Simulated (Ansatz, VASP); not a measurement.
**One calculation of Be, two programs**

```
Be
1.0
     2.17295    0.00000    0.00000
     0.00000    2.17295    0.00000
     0.00000    0.00000    2.17295
Be
1
Direct
  0.00000 0.00000 0.00000
```

Alike in both runs: functional PBE; k mesh 15 × 15 × 15; occupations fermi-dirac, width 0.05 eV; no spin polarisation.

Ansatz relaxed the structure, and its values are those at the end. VASP's run is a single point on that final structure, the one shown.

|  | VASP | Ansatz |
| --- | --- | --- |
| version | VASP 6.6.1 | Ansatz 0.2.0 |
| potentials or method | VASP PAW PBE potentials, release 64 (Be) | PAW with Ansatz's default frozen-core files, scalar-relativistic |
| plane-wave cutoff (eV) | 520 | 420 |
| valence electrons in the cell | 2 | 2 |

Ansatz gave:

| Property | Result |
| --- | --- |
| pressure (GPa) | 0.0 |

Which values does VASP return?

Pressure (GPa): 0.1.

The functional is the same, so the differences come from potentials, cutoffs and numerics.
